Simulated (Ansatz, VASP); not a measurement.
K in VASP and in Ansatz

```
K
1.0
     4.09492    0.00000    0.00000
     0.00000    4.31044    0.00000
     0.00000    0.00000    4.31044
K
1
Cartesian
  0.0000 0.0000 0.0000
```

Change from the starting cell: strain -0.0500 x Voigt [1, 0, 0, 0, 0, 0], atoms carried along.

Alike in both runs: task single point; functional PBEsol; k mesh 12 × 12 × 12; occupations gaussian, width 0.15 eV; no spin polarisation.

```csv
,VASP,Ansatz
version,VASP 6.6.1,Ansatz 0.2.0
potentials or method,"VASP PAW PBE potentials, release 64 (K_sv)","scalar-relativistic, plane waves, PAW"
plane-wave cutoff (eV),520,420
valence electrons in the cell,9,9
```

```tsv
	VASP	Ansatz	Ansatz less VASP
gap on the k mesh at the Fermi level (eV)	none	none	-
pressure (GPa)	0.0	0.0	+0.01
largest component of the traceless stress (GPa)	0.35	0.35	0.000
```

A gap of «none» marks a metal or a gap that the smearing closes.

Caveats: the PAW data sets were made with another functional, which shifts forces and pressure a little (VASP).
